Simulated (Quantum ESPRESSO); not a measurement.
## TiO2 in Quantum ESPRESSO: the effect of functional

Crystal: TiO2.

```
Ti O
1.0
     4.59984    0.00000    0.00000
     0.00000    4.59984    0.00000
     0.00000    0.00000    2.95921
Ti O
2 4
Direct
  0.00000 0.00000 0.50000
  0.50000 0.50000 0.00000
  0.30432 0.30432 0.50000
  0.19568 0.80432 0.00000
  0.80432 0.19568 0.00000
  0.69568 0.69568 0.50000
```

The cell is a database's computed one.

Alike in all runs:

| Item | Value |
| --- | --- |
| Program | Quantum ESPRESSO 7.5 |
| Task | phonons |
| Cutoff | 1143 eV |
| Density cutoff | 4572 eV |
| k mesh | 2 × 2 × 4, shifted |
| Occupations | fermi-dirac, width 0.05 eV |
| Spin | no spin polarisation |

Each run relaxes the cell or the atoms first.

**Question.** One run gave: relaxed volume 10.37 Å³/atom; dielectric constant 7.96 mean; highest phonon frequency 800 cm⁻¹. Which functional did it use?
A. LDA
B. RPBE
C. vdW-DF-cx
D. PW91
E. BLYP

**Answer.** C.

```csv
functional,potentials or basis,relaxed volume (Å³/atom),dielectric constant (mean),highest phonon frequency (cm⁻¹)
LDA,PseudoDojo 0.4.1 SR LDA standard,10.04,8.06,822
BLYP,PseudoDojo 0.4.1 SR PBE standard,10.92,8.04,758
RPBE,PseudoDojo 0.4.1 SR PBE standard,10.85,8.00,754
PW91,PseudoDojo 0.4.1 SR PBE standard,10.59,8.01,779
vdW-DF-cx,PseudoDojo 0.4.1 SR PBE standard,10.37,7.96,800
```

Caveats: all runs use coarse meshes; some modes are imaginary; the potentials were made for another functional, which shifts forces and pressure (some runs); before the sum rule the acoustic modes lie tens of cm⁻¹ from zero, a sign that the density grid also shifts the optical modes (some runs).

Runs at the PBE level aren't shown here.
